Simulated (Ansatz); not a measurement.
CuAu under changes of volume

One of the cells (14.556 Å³/atom); the others are scaled copies at fixed shape and fractional positions:

```
Au Cu
1.0
     2.81075    0.00000    0.00000
     0.00000    2.81075    0.00000
     0.00000    0.00000    3.68500
Au Cu
1 1
Direct
  0.00000 0.00000 0.00000
  0.50000 0.50000 0.50000
```

```yaml
Program: Ansatz 0.2.0
Functional: LDA
Potentials_or_basis: all-electron LAPW, scalar-relativistic
Cutoff: 272 eV (chosen from the basis error)
Basis_error_allowed: 0.001 eV/atom
k_mesh: 9 × 9 × 7
Occupations: fermi-dirac, width 0.05 eV
Spin: no spin polarisation
```

```csv
volume (Å³/atom),energy over the lowest point (meV/atom),pressure (GPa)
13.683,0.00,1.4
13.974,1.24,-2.6
14.265,9.29,-6.1
14.556,23.28,-9.2
14.847,?,?
15.139,66.08,-14.1
15.430,93.60,-16.1
```

**Question.** What does the run at 14.847 Å³/atom give?

**Answer.** Energy over the lowest point 42.44 meV/atom; pressure -11.8 GPa.

Worked out: A Birch-Murnaghan fit of order 3 (a polynomial in V^(-2/3)) to the other rows has its minimum at 13.78 Å³/atom with B0 = V·E''(V) = 194 GPa and B' = 5.5 at fixed shape and positions, which overstates the stiffness. It gives 42.40 meV/atom at 14.847 Å³/atom, against the run's 42.44, and -dE/dV = -11.8 GPa, against -11.8.

Energies are extrapolated to zero smearing.
